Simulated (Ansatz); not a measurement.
# CdO (Monteponite) (Fm-3m) in Ansatz: notebook

Runs on CdO (Monteponite). Level: rPW86-PBE. Tasks: single point, equation of state.

All numbers are computed with Ansatz 0.2.0; they aren't measurements. Logs are shortened: lines on timing, memory, paths and dates and some standing lists are left out, and cuts for length are marked.

## (1) The structure

It takes space group Fm-3m (No. 225, cubic). The conventional cell has a = 4.699 Å, b = 4.699 Å, c = 4.699 Å, α = 90.00°, β = 90.00°, γ = 90.00°. Cd (site symmetry m-3m) is surrounded by 6 O at 2.35 Å. O (site symmetry m-3m) is surrounded by 6 Cd at 2.35 Å.

## (2) Single point, rPW86-PBE, 12.19 Å³/atom (volume scaled by 0.94)

The input, input.yaml:

```yaml
crystal:
  lattice:
    - [0.0, 2.3015375624, 2.3015375624]
    - [2.3015375624, 0.0, 2.3015375624]
    - [2.3015375624, 2.3015375624, 0.0]
  atoms:
    - { symbol: Cd, position: [0.0, 0.0, 0.0] }
    - { symbol: O, position: [0.5, 0.5, 0.5] }
hamiltonian:
  xc: { exchange: rpw86, correlation: pbe }
  pseudopotentials: { kind: paw }
kpoints:
  mp_grid: { grid: [10, 10, 10] }
scf:
  occupations: { method: fermi_dirac, width: 0.05 }
output:
  forces: true
  stress: true
  eigenvalues: true
```

Potentials or basis: Ansatz PAW.

Launch:

```console
$ ansatz run input.yaml --threads 2 --pin off --max-ram 5120MiB --backend cpu --events-out ev --progress --plain --runs-dir out
```

The log of the run:

```text
Warning: RAYON_NUM_THREADS=2 ignored (pool sized by the plan → 2); use --threads N
Engine: ansatz 0.2.0, aarch64-unknown-linux-gnu
Pseudopotentials: kind: paw
Pseudopotential: Cd, paw, valence charge 20, recommended cutoff 420 eV (normal), Cd.paw.azcp
Pseudopotential: O, paw, valence charge 6, recommended cutoff 420 eV (normal), O.paw.azcp
Functional definition: unnamed
  exchange = rpw86_x
  correlation = pbe_c
Crystal: 2 atoms, lattice volume = 24.383 Å³
Basis set: ecut = 420 eV, 531 PW (Γ), exchange–correlation on 48×48×48 points (8 copies of the dense FFT grid, shifted against one another)
Bands: 17, of which v1, the nominal top of the filled ones, is band 13 counted from 1 (12 counted from 0)
Symmetry: 48 space group operations
Space group: Fm-3m (ITA 225), of the structure as read, at distance tolerance 2.9e-5 Å
k-points: 47 of 1000
Non-local potential: Cd, projectors of the file, l = 0: 3, l = 1: 2, l = 2: 2, l = 3: 1
Non-local potential: O, projectors of the file, l = 0: 2, l = 1: 2, l = 2: 1
PAW form: soft (Blöchl's): semilocal exchange-correlation on the pseudo side does not see the compensation charge
PAW frozen core: Cd, regenerated for the run's functional, and the local potential with it (the file was generated under x = pbe(κ = 0.804, μ = 0.2195149727645171), c = pbe(β = 0.06672455060314922))
PAW frozen core: O, regenerated for the run's functional, and the local potential with it (the file was generated under x = pbe(κ = 0.804, μ = 0.2195149727645171), c = pbe(β = 0.06672455060314922))
PAW one-centre angular grid: Cd, 590 points (default); XC on 96 Gauss nodes
PAW one-centre angular grid: O, 110 points (default); XC on 64 Gauss nodes
Initial density: superposition of atomic densities (neutral atoms: chi_scale 0, normalization atom), corrected by the library's trained network
Initial wavefunctions: pseudopotential atomic-orbital guess
Functional: x = rpw86, c = pbe(β = 0.06672455060314922)
SCF iter   1: F=—  HF=-8874.156872 eV  |F-HF|=—  |Δ(HF+E_count)|=         —  Δρ=2.08e-2  dr2=7.93e-2  ethr=1.77e-3  ⟨swp⟩=5.0  Hψ=3557  notcnv=0
preconditioner: auto → none  [insulator: Δε(μ)=0.849 eV  Ē_g=16.015 eV  σ=0.050 eV  W_gap=0.96  n_scr=14 (ndim 8)  ℏωp=31.9 eV  f_vac=0.000  D(μ)=0.04/eV (n_scr^D=0)  ε∞_Penn≈5.0]
SCF iter   2: F=—  HF=-8874.138558 eV  |F-HF|=—  |Δ(HF+E_count)|=   1.83e-2  Δρ=5.76e-3  dr2=7.31e-3  ethr=3.05e-4  ⟨swp⟩=2.0  Hψ=1361  notcnv=0
SCF iter   3: F=—  HF=-8874.136870 eV  |F-HF|=—  |Δ(HF+E_count)|=   1.69e-3  Δρ=7.25e-4  dr2=1.09e-4  ethr=2.81e-5  ⟨swp⟩=2.0  Hψ=1285  notcnv=0
SCF iter   4: F=—  HF=-8874.136850 eV  |F-HF|=—  |Δ(HF+E_count)|=   2.01e-5  Δρ=3.31e-4  dr2=1.42e-5  ethr=4.21e-7  ⟨swp⟩=2.0  Hψ=1184  notcnv=0
SCF iter   5: F=—  HF=-8874.137367 eV  |F-HF|=—  |Δ(HF+E_count)|=   5.17e-4  Δρ=4.88e-5  dr2=2.56e-7  ethr=5.47e-8  ⟨swp⟩=2.0  Hψ=1253  notcnv=0
SCF iter   6: F=-8874.137367 eV  HF=-8874.137367 eV  |F-HF|=2.02e-9  |Δ(HF+E_count)|=   2.29e-7  Δρ=7.36e-6  dr2=7.36e-9  ethr=3.85e-10  ⟨swp⟩=5.1  Hψ=3210  notcnv=0
SCF 1 converged in 6 iterations: F = -8874.137367 eV  dr2 = 7.36e-9
SCF converged after 6 iterations
Free energy (F): -8874.137367 eV
Harris-Foulkes:  -8874.137367 eV  (|F-HF|=2.02e-9)
Internal energy: -8874.136848 eV  (E = F + TS)
E sigma→0 (E₀):  -8874.137108 eV
Entropy (-TS):   -0.000518 eV (-0.259 meV/atom)
Fermi energy:    14.238778 eV
--- Per-component energies (eV) ---
  E_band       = -321.037260
  E_kinetic    = 684.062835
  E_local      = -2918.021343  (includes V_loc(G=0)·N_el)
  E_nonlocal   = 78.076338
  E_hartree    = 1365.440862
  E_xc         = -253.871487
  E_vxc        = -318.384786  (∫ρ·V_xc dr)
  E_paw        = -4293.919788  (= ΣΔE_a)
  E_vpaw       = -577.653496  (= ΣTr[D̂ρ^β])
  E_aug_tail   = 0.002395  (compensation charges beyond the density's cutoff)
  E_ewald      = -3535.779083
  E_core_change = -0.127577  (= ΣΔE_core)
  E_smearing   = -0.000518  (= −TS)
  E_closure    = 0.000000  (closes the sum)
  Σ components = -8874.137367   (vs F -8874.137367, Δ=0.00e0)
--- Forces (eV/Å), atoms counted from 1 ---
  atom   1  Cd    -0.00000000    -0.00000000    -0.00000000
  atom   2  O      0.00000000     0.00000000    -0.00000000
  max |Σ_I F_I| component: 2.14e-29 eV/Å
--- Stress (GPa, compression-positive) ---
       23.858303       0.000000       0.000000
        0.000000      23.858303      -0.000000
        0.000000      -0.000000      23.858303
  P = ⅓ Tr σ = 23.8583 GPa (238.583 kbar)
--- Band table (eV; the first three rows and the last of 47) ---
  k-point 0: bands = ["-86.5874", "-47.6096", "-47.6096", "-47.6096", "-3.7128", "7.2000", "7.2000", "7.2000", "7.5528", "7.5528", "12.4821", "12.4821", "12.4821", "13.8645", "28.9628", "31.7468", "31.7468"]
  k-point 1: bands = ["-86.5872", "-47.6117", "-47.6099", "-47.6099", "-3.6342", "7.1499", "7.2172", "7.2172", "7.4696", "7.4696", "11.6726", "12.6521", "12.6521", "14.8313", "27.9884", "30.8624", "30.8624"]
  k-point 2: bands = ["-86.5869", "-47.6173", "-47.6107", "-47.6107", "-3.4210", "6.9600", "7.0710", "7.0710", "7.4746", "7.4746", "10.7480", "13.0706", "13.0706", "16.2493", "25.7658", "29.2275", "29.2275"]
  k-point 46: bands = ["-86.5855", "-47.6264", "-47.6226", "-47.6185", "-2.8856", "6.8870", "7.0203", "7.2088", "7.9933", "8.2731", "10.5253", "11.0931", "12.0509", "20.1303", "23.1419", "23.7008", "25.6279"]
```

Wall time 0.94 s (2 threads of Arm Neoverse V1, shared host); peak memory 0.28 GiB.

Results:

```
Free energy            : -8874.1374 eV
Pressure               : 23.9 GPa
Band gap on the k mesh : none (metal or under the smearing width)
```

Caveat: the pressure holds a Pulay correction of +0.7 GPa for the finite cutoff; the PAW data sets come from PBE, with cores solved anew for the run's functional, which leaves a small shift of forces and pressure.

## (3) Single point, rPW86-PBE, 12.45 Å³/atom (volume scaled by 0.96)

input.yaml: that of step 2 with these lines changed.

```diff
@@ -2,5 +2,5 @@
   lattice:
-    - [0.0, 2.3015375624, 2.3015375624]
-    - [2.3015375624, 0.0, 2.3015375624]
-    - [2.3015375624, 2.3015375624, 0.0]
+    - [0.0, 2.3177461075, 2.3177461075]
+    - [2.3177461075, 0.0, 2.3177461075]
+    - [2.3177461075, 2.3177461075, 0.0]
   atoms:
@@ -19 +19,5 @@
   eigenvalues: true
+  write_density: true
+  write_potential: true
+  elf: true
+  volumetric_format: npy
```

Potentials or basis: Ansatz PAW.

Launch:

```console
$ ansatz run input.yaml --threads 2 --pin off --max-ram 5120MiB --backend cpu --events-out ev --progress --plain --runs-dir out
```

It took 1.2 s on 2 threads of Arm Neoverse V1, shared host; peak memory 0.28 GiB.

The run converged. Its results:

| Item | Value |
| --- | --- |
| Free energy | -8874.2072 eV |
| Pressure | 19.4 GPa |
| Band gap on the k mesh | none (metal or under the smearing width) |

Caveat: the pressure holds a Pulay correction of +0.7 GPa for the finite cutoff; the PAW data sets come from PBE, with cores solved anew for the run's functional, which leaves a small shift of forces and pressure.

## (4) Single point, rPW86-PBE, 12.71 Å³/atom (volume scaled by 0.98)

The input, input.yaml:

```yaml
crystal:
  lattice:
    - [0.0, 2.3337310685, 2.3337310685]
    - [2.3337310685, 0.0, 2.3337310685]
    - [2.3337310685, 2.3337310685, 0.0]
  atoms:
    - { symbol: Cd, position: [0.0, 0.0, 0.0] }
    - { symbol: O, position: [0.5, 0.5, 0.5] }
hamiltonian:
  xc: { exchange: rpw86, correlation: pbe }
  pseudopotentials: { kind: paw }
kpoints:
  mp_grid: { grid: [10, 10, 10] }
scf:
  occupations: { method: fermi_dirac, width: 0.05 }
output:
  forces: true
  stress: true
  eigenvalues: true
```

Launch:

```console
$ ansatz run input.yaml --threads 2 --pin off --max-ram 5120MiB --backend cpu --events-out ev --progress --plain --runs-dir out
```

Wall time 0.92 s (2 threads of Arm Neoverse V1, shared host); peak memory 0.28 GiB.

The run converged. Its results:

```
Free energy            : -8874.2634 eV
Pressure               : 15.4 GPa
Band gap on the k mesh : none (metal or under the smearing width)
```

Caveat: the pressure holds a Pulay correction of +0.7 GPa for the finite cutoff; the PAW data sets come from PBE, with cores solved anew for the run's functional, which leaves a small shift of forces and pressure.

## (5) Single point, rPW86-PBE, 12.97 Å³/atom

input.yaml: that of step 4 with these lines changed.

```diff
@@ -2,5 +2,5 @@
   lattice:
-    - [0.0, 2.3337310685, 2.3337310685]
-    - [2.3337310685, 0.0, 2.3337310685]
-    - [2.3337310685, 2.3337310685, 0.0]
+    - [0.0, 2.3495, 2.3495]
+    - [2.3495, 0.0, 2.3495]
+    - [2.3495, 2.3495, 0.0]
   atoms:
```

Launch:

```console
$ ansatz run input.yaml --threads 2 --pin off --max-ram 5120MiB --backend cpu --events-out ev --progress --plain --runs-dir out
```

It took 0.92 s on 2 threads of Arm Neoverse V1, shared host; peak memory 0.28 GiB.

The run converged. Its results:

```yaml
Free_energy: -8874.3072 eV
Pressure: 11.8 GPa
Band_gap_on_the_k_mesh: none (metal or under the smearing width)
```

Caveat: the pressure holds a Pulay correction of +0.6 GPa for the finite cutoff; the PAW data sets come from PBE, with cores solved anew for the run's functional, which leaves a small shift of forces and pressure.

## (6) Single point, rPW86-PBE, 13.23 Å³/atom (volume scaled by 1.02)

input.yaml: that of step 5 with these lines changed.

```diff
@@ -2,5 +2,5 @@
   lattice:
-    - [0.0, 2.3495, 2.3495]
-    - [2.3495, 0.0, 2.3495]
-    - [2.3495, 2.3495, 0.0]
+    - [0.0, 2.3650600561, 2.3650600561]
+    - [2.3650600561, 0.0, 2.3650600561]
+    - [2.3650600561, 2.3650600561, 0.0]
   atoms:
@@ -19 +19,5 @@
   eigenvalues: true
+  write_density: true
+  write_potential: true
+  elf: true
+  volumetric_format: npy
```

Potentials or basis: Ansatz PAW.

Launch:

```console
$ ansatz run input.yaml --threads 2 --pin off --max-ram 5120MiB --backend cpu --events-out ev --progress --plain --runs-dir out
```

It took 1.2 s on 2 threads of Arm Neoverse V1, shared host; peak memory 0.28 GiB.

It converged, with:

* Free energy: -8874.3398 eV
* Pressure: 8.5 GPa
* Band gap on the k mesh: none (metal or under the smearing width)

Caveat: the pressure holds a Pulay correction of +0.6 GPa for the finite cutoff; the PAW data sets come from PBE, with cores solved anew for the run's functional, which leaves a small shift of forces and pressure.

## (7) Single point, rPW86-PBE, 13.49 Å³/atom (volume scaled by 1.04)

The input, input.yaml:

```yaml
crystal:
  lattice:
    - [0.0, 2.3804180193, 2.3804180193]
    - [2.3804180193, 0.0, 2.3804180193]
    - [2.3804180193, 2.3804180193, 0.0]
  atoms:
    - { symbol: Cd, position: [0.0, 0.0, 0.0] }
    - { symbol: O, position: [0.5, 0.5, 0.5] }
hamiltonian:
  xc: { exchange: rpw86, correlation: pbe }
  pseudopotentials: { kind: paw }
kpoints:
  mp_grid: { grid: [10, 10, 10] }
scf:
  occupations: { method: fermi_dirac, width: 0.05 }
output:
  forces: true
  stress: true
  eigenvalues: true
```

Launch:

```console
$ ansatz run input.yaml --threads 2 --pin off --max-ram 5120MiB --backend cpu --events-out ev --progress --plain --runs-dir out
```

It took 0.93 s on 2 threads of Arm Neoverse V1, shared host; peak memory 0.28 GiB.

Results (log left out):

```
Free energy            : -8874.3627 eV
Pressure               : 5.6 GPa
Band gap on the k mesh : none (metal or under the smearing width)
```

Caveat: the pressure holds a Pulay correction of +0.6 GPa for the finite cutoff; the PAW data sets come from PBE, with cores solved anew for the run's functional, which leaves a small shift of forces and pressure.

## (8) Single point, rPW86-PBE, 13.75 Å³/atom (volume scaled by 1.06)

input.yaml: that of step 7 with these lines changed.

```diff
@@ -2,5 +2,5 @@
   lattice:
-    - [0.0, 2.3804180193, 2.3804180193]
-    - [2.3804180193, 0.0, 2.3804180193]
-    - [2.3804180193, 2.3804180193, 0.0]
+    - [0.0, 2.3955803263, 2.3955803263]
+    - [2.3955803263, 0.0, 2.3955803263]
+    - [2.3955803263, 2.3955803263, 0.0]
   atoms:
@@ -19 +19,5 @@
   eigenvalues: true
+  write_density: true
+  write_potential: true
+  elf: true
+  volumetric_format: npy
```

Launch:

```console
$ ansatz run input.yaml --threads 2 --pin off --max-ram 5120MiB --backend cpu --events-out ev --progress --plain --runs-dir out
```

Wall time 1.2 s (2 threads of Arm Neoverse V1, shared host); peak memory 0.29 GiB.

Results (log left out):

| Property | Result |
| --- | --- |
| Free energy | -8874.3764 eV |
| Pressure | 3.0 GPa |
| Band gap on the k mesh | none (metal or under the smearing width) |

Caveat: the pressure holds a Pulay correction of +0.6 GPa for the finite cutoff; the PAW data sets come from PBE, with cores solved anew for the run's functional, which leaves a small shift of forces and pressure.

## (9) Equation of state, rPW86-PBE

Potentials or basis: Ansatz PAW.

This step only gathers the single runs of the series.

What came out:

```
Equilibrium volume : 14.07 Å³/atom (rough: see the caveat)
Bulk modulus       : 119 GPa (rough)
```

Energy against volume, from the lowest point:
```tsv
volume (Å³/atom)	energy (meV/atom)
12.191	119.52
12.451	84.60
12.710	56.52
12.970	34.60
13.229	18.28
13.488	6.86
13.748	0.00
```

Caveat: the potentials were made for another functional, which shifts forces and pressure; the minimum lies outside the volumes run.
